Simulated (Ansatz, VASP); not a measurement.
One calculation of P, two programs

```
P
1.0
     2.62664    0.00000    0.00000
    -1.31332    2.27474    0.00000
     0.00000    0.00000    2.46668
P
1
Direct
  0.00000 0.00000 0.00000
```

Change from the starting cell: volume scaled by 1, norm-conserving files.

Alike in both runs: task single point; functional PBE; k mesh 18 × 18 × 17; occupations fermi-dirac, width 0.05 eV; no spin polarisation.

|  | VASP | Ansatz |
| --- | --- | --- |
| version | VASP 6.6.1 | Ansatz 0.2.0 |
| potentials or method | VASP PAW PBE potentials, release 64 (P) | norm-conserving pseudopotentials, scalar-relativistic |
| plane-wave cutoff (eV) | 520 | 599 |
| valence electrons in the cell | 5 | 5 |

Ansatz gave:

| Property | Result |
| --- | --- |
| pressure (GPa) | 0.1 |

Q: What did VASP give for the same quantities?

A: Pressure (GPa): -0.2.

With one functional, cell and mesh, what is left measures potentials, basis and numerics.
